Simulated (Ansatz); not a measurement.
# GeS (Pnma): scan of one input key

The task is a scan of one input key, for GeS (Pnma).

Computed with the Python package of Ansatz 0.2.0. Level of theory: DFT PBE, plane waves, PAW.

### 1 The structure

It takes space group Pnma (No. 62, orthorhombic). Conventional cell: a = 10.481 Å, b = 3.646 Å, c = 4.299 Å, α = 90.00°, β = 90.00°, γ = 90.00°. Ge (site symmetry m) has 3 S at 2.44 to 2.45 Å as nearest neighbours. Around S (site symmetry m) lie 3 Ge at 2.44 to 2.45 Å.

The script reads ges.extxyz:

```xyz
8
Lattice="10.481 0.0 0.0 0.0 3.646 0.0 0.0 0.0 4.299" Properties=species:S:1:pos:R:3 pbc="T T T"
Ge    1.27973010    0.91150000    0.54898230
Ge    3.96076990    2.73450000    2.69848230
Ge    6.52023010    0.91150000    1.60051770
Ge    9.20126990    2.73450000    3.75001770
S     8.90360950    0.91150000    2.15938770
S     6.81789050    2.73450000    0.00988770
S     3.66310950    0.91150000    4.28911230
S     1.57739050    2.73450000    2.13961230
```

### 2 Script

run_edit.py

```python
"""Editing single keys of the input for GeS."""

import ansatz as az
import pandas as pd


def main() -> None:
    ges = az.Crystal.from_extxyz("ges.extxyz")

    calculation = (
        ges.calculation()
        .kpoints(2, 6, 6)
        .pseudopotentials("paw")
        .functional("pbe")
        .occupations("Fixed")
        .band_table()
    )
    typed = calculation.input()
    rows = []
    for value in [2, 6, 12]:
        edited = typed.set(az.key.scf.n_extra_bands, value)
        r = az.Session.from_dict(edited).plan().execute().report
        rows.append((value, r["free_energy_ev"], r["n_iterations"], len(r["eigenvalues_ev"][0]) if "eigenvalues_ev" in r else 0))
    print(pd.DataFrame(rows, columns=["extra bands", "F eV", "iterations", "bands listed"]).round(4).to_string(index=False))
    print(edited.to_yaml())


if __name__ == "__main__":
    main()
```

### 3 Running it

Started as:

```bash
python run_edit.py
```

Q: Predict the main results. Wanted: last run but one, from the last.

The runs gave:

```
                              quantity           value
                         runs compared               3
       last run but one, from the last  -0.00 meV/atom
within 5 meV/atom of the last run from               2
```

What this shows: From scf.n_extra_bands 2 on, the energy stays within 1 meV/atom of the last run.
